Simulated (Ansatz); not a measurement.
The calculation used DFT PBE, scalar-relativistic, plane waves, PAW in Ansatz. All cells share a 420 eV cutoff and Γ-centred k meshes spaced at most about 0.3 Å⁻¹ (about 0.25 or finer for metals, 2π included). No spin polarisation in the final relaxations.

These are static total energies at zero pressure.

Compare these two cells of Ta₂N, each relaxed at this level.

A. Space group P6/mmm (No. 191), hexagonal, a = 6.645 Å, c = 2.846 Å. Ta on a site of symmetry mmm has 2 N at 1.92 Å, 2 Ta at 2.85 Å, 4 Ta at 3.32 Å, 4 N at 3.43 Å and 4 Ta at 3.61 Å; Ta on a site of symmetry 6/mmm has 2 Ta at 2.85 Å and 12 Ta at 3.61 Å; around N lie 3 Ta at 1.92 Å.

B. Space group P-31m (No. 162), trigonal, a = 5.314 Å, c = 4.956 Å. Ta is surrounded by 3 N at 2.15–2.17 Å and 12 Ta at 3.02–3.07 Å; around N on a site of symmetry 32 lie 6 Ta at 2.17 Å; around N on a site of symmetry -3m lie 6 Ta at 2.15 Å.

Question: Which is lower in energy, and by how much?

Answer: B is lower, by 1.35 eV/atom. A has space group P6/mmm (No. 191), 18.1 Å³/atom and no gap on its mesh; B has space group P-31m (No. 162), 13.5 Å³/atom and no gap. Counting N atoms around Ta (those within 1.25 times the shortest such distance or 1.15 times the sum of covalent radii; the shortest distance is added where it is long for a bond; a slash parts the counts of unlike sites), A has Ta 2/12 from 4.1 Å and B has Ta 3. The denser one is the lower, and pressure would at first widen the difference. Origin: A was invented; B is a Materials Project cell, relaxed.

These runs have no spin–orbit coupling, which can matter for Ta. Cells relaxed within their symmetry can be saddle points.
